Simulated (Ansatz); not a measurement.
An Ansatz input:

```yaml
crystal:
  lattice:
    - [1.7724297537, 1.0233127954, 2.1954838308]
    - [-1.7724297537, 1.0233127954, 2.1954838308]
    - [0.0, -2.0466255908, 2.1954838308]
  atoms:
    - { symbol: Hg, position: [0.0, 0.0, 0.0] }
hamiltonian:
  xc: pbesol
  pseudopotentials:
    kind: paw
    azcp:
      Hg: "pseudopotentials/Hg.paw.azcp"
basis:
  ecutwfc: 420
  fft_grid_basis: typed
kpoints:
  mp_grid: { grid: [18, 18, 18], shift: [0, 0, 0] }
magnetization:
  spin_polarized: false
scf:
  occupations: { method: fermi_dirac, width: 0.1 }
```

and its output:

```
Warning: the record states the generating functional pbe (its physics header spells it `PBE`), which answers neither for hamiltonian.xc's functional nor for the pbesol family's — results may be inconsistent (PPs are generated against a specific XC)
Engine: ansatz 0.2.0, aarch64-unknown-linux-gnu
Pseudopotentials: kind: paw
Pseudopotential: Hg, paw, valence charge 20, recommended cutoff 420 eV (normal) 
Functional definition: PBEsol
  exchange = pbesol_x
  correlation = pbesol_c
Crystal: 1 atoms, lattice volume = 23.892 Å³
Basis set: ecut = 420 eV, 445 PW (Γ)
Bands: 14, of which v1, the nominal top of the filled ones, is band 10 counted from 1 (9 counted from 0)
Symmetry: 12 space group operations
Space group: R-3m (ITA 166), of the structure as read, at distance tolerance 2.9e-5 Å
k-points: 580 of 5832
Non-local potential: Hg, projectors of the file, l = 0: 3, l = 1: 2, l = 2: 2, l = 3: 1
PAW form: soft (Blöchl's): semilocal exchange-correlation on the pseudo side does not see the compensation charge
PAW frozen core: Hg, regenerated for the run's functional, and the local potential with it (the file was generated under x = pbe(κ = 0.804, μ = 0.2195149727645171), c = pbe(β = 0.06672455060314922))
PAW one-centre angular grid: Hg, 590 points (default); XC on 64 Gauss nodes
Initial density: superposition of atomic densities (neutral atoms: chi_scale 0, normalization atom), corrected by the library's trained network
Initial wavefunctions: pseudopotential atomic-orbital guess
Functional: x = pbesol(κ = 0.804, μ = 0.12345679012345678), c = pbesol(β = 0.046)
SCF iter   1: F=—  HF=-13668.017662 eV  |F-HF|=—  |Δ(HF+E_count)|=         —  Δρ=3.46e-3  dr2=3.07e-3  ethr=1.77e-3  ⟨swp⟩=5.0  Hψ=41176  notcnv=0
SCF iter   2: F=—  HF=-13668.017239 eV  |F-HF|=—  |Δ(HF+E_count)|=   4.23e-4  Δρ=1.49e-3  dr2=5.72e-4  ethr=1.54e-5  ⟨swp⟩=2.5  Hψ=15926  notcnv=0
SCF iter   3: F=—  HF=-13668.017049 eV  |F-HF|=—  |Δ(HF+E_count)|=   1.90e-4  Δρ=2.54e-4  dr2=6.09e-6  ethr=2.86e-6  ⟨swp⟩=2.0  Hψ=11355  notcnv=0
SCF iter   4: F=—  HF=-13668.017053 eV  |F-HF|=—  |Δ(HF+E_count)|=   4.11e-6  Δρ=5.47e-5  dr2=5.54e-7  ethr=3.04e-8  ⟨swp⟩=2.4  Hψ=13700  notcnv=0
iter 5 did not close the SCF: its close was put off for the readings that it lacked (scf_convergence_deferred on its scf_iter line)
SCF iter   5: F=-13668.017053 eV  HF=-13668.017053 eV  |F-HF|=4.97e-9  |Δ(HF+E_count)|=   7.53e-8  Δρ=5.76e-6  dr2=7.02e-9  ethr=2.77e-9  ⟨swp⟩=2.3  Hψ=12520  notcnv=0
SCF iter   6: F=-13668.017053 eV  HF=-13668.017053 eV  |F-HF|=5.09e-11  |Δ(HF+E_count)|=   2.35e-9  Δρ=6.75e-7  dr2=1.03e-10  ethr=3.51e-11  ⟨swp⟩=1.0  Hψ=22905  notcnv=0
SCF 1 converged in 6 iterations: F = -13668.017053 eV  dr2 = 1.03e-10
SCF converged after 6 iterations
Free energy (F): -13668.017053 eV
Harris-Foulkes:  -13668.017053 eV  (|F-HF|=5.09e-11)
Internal energy: -13668.007103 eV  (E = F + TS)
E sigma→0 (E₀):  -13668.012078 eV
Entropy (-TS):   -0.009950 eV (-9.950 meV/atom)
Fermi energy:    14.496642 eV
--- Per-component energies (eV) ---
  E_band       = -395.708339
  E_kinetic    = 604.360008
  E_local      = -2552.219940  (includes V_loc(G=0)·N_el)
  E_nonlocal   = 75.944775
  E_hartree    = 1091.292391
  E_xc         = -219.170750
  E_vxc        = -261.979374  (∫ρ·V_xc dr)
  E_paw        = -9800.808064  (= ΣΔE_a)
  E_vpaw       = -444.400130  (= ΣTr[D̂ρ^β])
  E_aug_tail   = 0.000887  (compensation charges beyond the density's cutoff)
  E_ewald      = -2867.735061
  E_core_change = 0.328651  (= ΣΔE_core)
  E_smearing   = -0.009950  (= −TS)
  E_closure    = -0.000000  (closes the sum)
  Σ components = -13668.017053   (vs F -13668.017053, Δ=0.00e0)
```
